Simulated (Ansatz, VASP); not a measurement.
**One calculation of WS2, two programs**

```xyz
3
Lattice="2.5917 0.0000 0.0000 0.0000 2.5917 0.0000 0.0000 0.0000 9.2342" Properties=species:S:1:pos:R:3 pbc="T T T"
W     1.2959    1.2959    4.6171
S     1.2959    1.2959    7.0702
S     1.2959    1.2959    2.1639
```

The cell was built by a generator and needn't be a form met in nature.

Alike in both runs: task single point; functional PBE; k mesh 10 × 10 × 3; occupations fermi-dirac, width 0.05 eV; no spin polarisation.

|  | VASP | Ansatz |
| --- | --- | --- |
| version | VASP 6.6.1 | Ansatz 0.2.0 |
| potentials or method | VASP PAW PBE potentials, release 64 (W_sv, S), cutoff 520 eV | all-electron LAPW, scalar-relativistic |

Ansatz gave:

* gap on the k mesh at the Fermi level (eV): none
* pressure (GPa): 0.7
* largest component of the traceless stress (GPa): 0.19
* rms of the force components (eV/Å): 0.021

**Question.** Estimate VASP's values.

**Answer.** gap on the k mesh at the Fermi level (eV): none; pressure (GPa): 0.8; largest component of the traceless stress (GPa): 0.31; rms of the force components (eV/Å): 0.022.

Atom by atom the forces differ by 0.001 eV/Å (rms over components). A gap of «none» marks a metal or a gap that the smearing closes. Ansatz ran all-electron here, so the differences hold the error of VASP's frozen core and of both bases.

Caveats: this functional lacks dispersion, which binds the layers, so the pressure and a relaxed spacing across them are unreliable. The runs have no spin-orbit coupling, so splittings on W are missing.
